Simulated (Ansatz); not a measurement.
**B (bcc): energy against volume**

All numbers below come from Ansatz 0.2.0, DFT, revPBE, plane waves (420 eV) with PAW, scalar-relativistic. The PAW files were generated under PBE, with cores re-solved for the functional.

The cell is scaled uniformly from the relaxed one, with fractional coordinates and shape fixed. Energies are extrapolated to zero smearing, pressures are those at the given smearing. Magnetic state: spin not included.

A Birch-Murnaghan fit gives V₀ = 6.23 Å³/atom, B₀ = 215 GPa, B₀′ = 4.8.

What are the energy above the minimum and the pressure at 5.735 Å³/atom?

30.5 meV/atom and 21.72 GPa as computed.

What are the energy above the minimum and the pressure at 6.733 Å³/atom?

23.9 meV/atom and -13.72 GPa as computed.

What are the energy above the minimum and the pressure at 6.982 Å³/atom?

49.3 meV/atom and -18.64 GPa as computed.
